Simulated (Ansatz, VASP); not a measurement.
# One calculation of Cu, two programs

```xyz
2
Lattice="2.5838 0.0000 0.0000 -1.2919 2.2376 0.0000 0.0000 0.0000 4.1932" Properties=species:S:1:pos:R:3 pbc="T T T"
Cu    1.2919    0.7459    3.1449
Cu    0.0000    1.4918    1.0483
```

Change from the starting cell: volume scaled by 1.06.

Alike in both runs: task single point; functional PBE; k mesh 12 × 12 × 7; occupations fermi-dirac, width 0.05 eV; no spin polarisation.

```csv
,VASP,Ansatz
version,VASP 6.6.1,Ansatz 0.2.0
potentials or method,"VASP PAW PBE potentials, release 64 (Cu)",Ansatz PAW
plane-wave cutoff (eV),520,420
valence electrons in the cell,22,38
```

|  | VASP | Ansatz | Ansatz less VASP |
| --- | --- | --- | --- |
| gap on the k mesh at the Fermi level (eV) | none | none | - |
| pressure (GPa) | -1.0 | -1.5 | -0.56 |
| largest component of the traceless stress (GPa) | 0.06 | 0.03 | -0.034 |

A gap of «none» marks a metal or a gap that the smearing closes. The two sets of potentials don't hold the same shells in valence.
